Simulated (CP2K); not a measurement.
Write the native input for CP2K 2026.2 that does the following.

```yaml
Task: single point
Functional: PBE
Potentials_or_basis: POTENTIAL_UZH Te GTH-PBE-q6, Mo GTH-PBE-q14; TZVP-MOLOPT-PBE-GTH basis
Density_cutoff: 6123 eV
k_mesh: 9 × 9 × 2
Occupations: fermi-dirac, width 0.05 eV
Spin: no spin polarisation
SCF_solver: diagonalisation with k points
Quickstep_method: GPW
EPS_DEFAULT: 1.0E-10
EPS_SCF: 1.0E-6
MAX_SCF: 100
SCF_GUESS: ATOMIC
k_points_reduced_by_the_point_group: yes
Mesh_centred_on_Gamma: yes
CHOLESKY: OFF
EPS_EIGVAL: 1.0E-7
MIXING_METHOD: BROYDEN_MIXING
MIXING_ALPHA: 0.4
NBUFFER: 8
NGRIDS: 4
Basis_sets: Te TZVP-MOLOPT-PBE-GTH-q6, Mo TZVP-MOLOPT-PBE-GTH-q14
Potentials: Te GTH-PBE-q6 of POTENTIAL_UZH, Mo GTH-PBE-q14 of POTENTIAL_UZH
ADDED_MOS: "[15]"
REL_CUTOFF_Ry: 60 Ry
MIXING_BETA_1/bohr: 1.5 1/bohr
CUTOFF_of_the_grids: 450 Ry
```

The system is Te2Mo, a slab with vacuum.

```
Te Mo
1.0
     3.56023    0.00000    0.00000
    -1.78012    3.08325    0.00000
     0.00000    0.00000   17.52406
Te Mo
2 1
Direct
  0.33333 0.66667 0.10214
  0.33333 0.66667 0.89786
  0.00000 0.00000 0.00000
```

The input as run:

te2mo_scf.inp

```
&GLOBAL
  PROJECT te2mo_scf
  RUN_TYPE ENERGY_FORCE
  PRINT_LEVEL LOW
&END GLOBAL
&FORCE_EVAL
  METHOD QS
  STRESS_TENSOR ANALYTICAL
  &DFT
    BASIS_SET_FILE_NAME BASIS_MOLOPT_UZH
    POTENTIAL_FILE_NAME POTENTIAL_UZH
    &MGRID
      CUTOFF 450
      REL_CUTOFF 60
      NGRIDS 4
    &END MGRID
    &QS
      METHOD GPW
      EPS_DEFAULT 1.0E-10
    &END QS
    &KPOINTS
      SCHEME MONKHORST-PACK 9 9 2
      GAMMA_CENTERED T
      SYMMETRY T
      SYMMETRY_BACKEND SPGLIB
    &END KPOINTS
    &SCF
      SCF_GUESS ATOMIC
      EPS_SCF 1.0E-6
      MAX_SCF 100
      ADDED_MOS 15
      CHOLESKY OFF
      EPS_EIGVAL 1.0E-7
      &DIAGONALIZATION ON
        ALGORITHM STANDARD
      &END DIAGONALIZATION
      &MIXING ON
        METHOD BROYDEN_MIXING
        ALPHA 0.4
        BETA 1.5
        NBUFFER 8
      &END MIXING
      &SMEAR ON
        METHOD FERMI_DIRAC
        ELECTRONIC_TEMPERATURE [K] 580.226
      &END SMEAR
    &END SCF
    &XC
      &XC_FUNCTIONAL PBE
      &END XC_FUNCTIONAL
    &END XC
    &PRINT
      &KPOINTS ON
      &END KPOINTS
      &MULLIKEN ON
      &END MULLIKEN
      &MO ON
        ENERGIES T
        OCCUPATION_NUMBERS T
        &EACH
          QS_SCF 0
        &END EACH
        ADD_LAST NUMERIC
      &END MO
      &LOWDIN ON
      &END LOWDIN
      &HIRSHFELD ON
        SHAPE_FUNCTION DENSITY
      &END HIRSHFELD
    &END PRINT
  &END DFT
  &SUBSYS
    &CELL
      A 3.5602328140 0.0000000000 0.0000000000
      B -1.7801164070 3.0832520603 0.0000000000
      C 0.0000000000 0.0000000000 17.5240578200
      PERIODIC XYZ
    &END CELL
    &COORD
      Te  -0.0000000002 2.0555013736 1.7899870002
      Te  -0.0000000002 2.0555013736 15.7340708198
      Mo  0.0000000000 0.0000000000 0.0000000000
    &END COORD
    &KIND Te
      BASIS_SET TZVP-MOLOPT-PBE-GTH-q6
      POTENTIAL GTH-PBE-q6
    &END KIND
    &KIND Mo
      BASIS_SET TZVP-MOLOPT-PBE-GTH-q14
      POTENTIAL GTH-PBE-q14
    &END KIND
    &PRINT
      &ATOMIC_COORDINATES ON
      &END ATOMIC_COORDINATES
      &CELL ON
      &END CELL
    &END PRINT
  &END SUBSYS
  &PRINT
    &FORCES ON
    &END FORCES
    &STRESS_TENSOR ON
    &END STRESS_TENSOR
  &END PRINT
&END FORCE_EVAL
```

Potentials or basis: POTENTIAL_UZH Te GTH-PBE-q6, Mo GTH-PBE-q14; TZVP-MOLOPT-PBE-GTH basis.

Launch:

```sh
$ OMP_NUM_THREADS=1 cp2k.psmp -i te2mo_scf.inp -o te2mo_scf.out
```

It gave:

The largest force is 0.513 eV/Å and the band gap on the k mesh is 1.04 eV, direct. The mulliken charges are Te +0.29; Mo -0.58 e and the hirshfeld charges are Te -0.04; Mo +0.09 e.

Caveat: Mulliken charges move with the basis; spin-orbit coupling is left out, which moves the levels of the heavy elements; the basis of atomic orbitals isn't converged, which shifts pressures, moduli and gaps.

Wall time 51 s on 1 thread of Intel(R) Xeon(R) Platinum 8259CL CPU @ 2.50GHz (Skylake/Cascade Lake), with other jobs on the host, peak memory 0.5 GiB.
